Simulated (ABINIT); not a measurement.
Crystal: SnSe2.

```xyz
3
Lattice="3.8110 0.0000 0.0000 -1.9055 3.3004 0.0000 0.0000 0.0000 6.1360" Properties=species:S:1:pos:R:3 pbc="T T T"
Sn    0.0000    0.0000    0.0000
Se    1.9055    1.1001    4.6081
Se    0.0000    2.2003    1.5279
```

Base run:

- Program: ABINIT 10.8.3 (patched build)
- Functional: PBE0
- Potentials or basis: SG15 NC PBE v1.2
- Cutoff: 490 eV
- k mesh: 6 × 6 × 4
- Occupations: fixed
- Spin: no spin polarisation

Its results: band gap on the k mesh 2.09 eV, indirect (least direct gap 2.44 eV); pressure 1.8 GPa; largest force 0.246 eV/Å.

Problem. The run is repeated on the same cell with these changes: functional from PBE0 to PBE. What comes out?

Solution. Band gap on the k mesh 0.80 eV, indirect (least direct gap 1.08 eV); pressure 5.4 GPa; largest force 0.788 eV/Å.

PBE0 gives the wider gap, since exact exchange removes part of the self-interaction.

Caveats: spin-orbit coupling is left out, which moves the levels of the heavy elements; this functional lacks dispersion, which binds the layers, so the pressure and a relaxed spacing across them are unreliable; the potentials were made for another functional, which shifts forces and pressure (some runs).

A k mesh can miss the band edges.
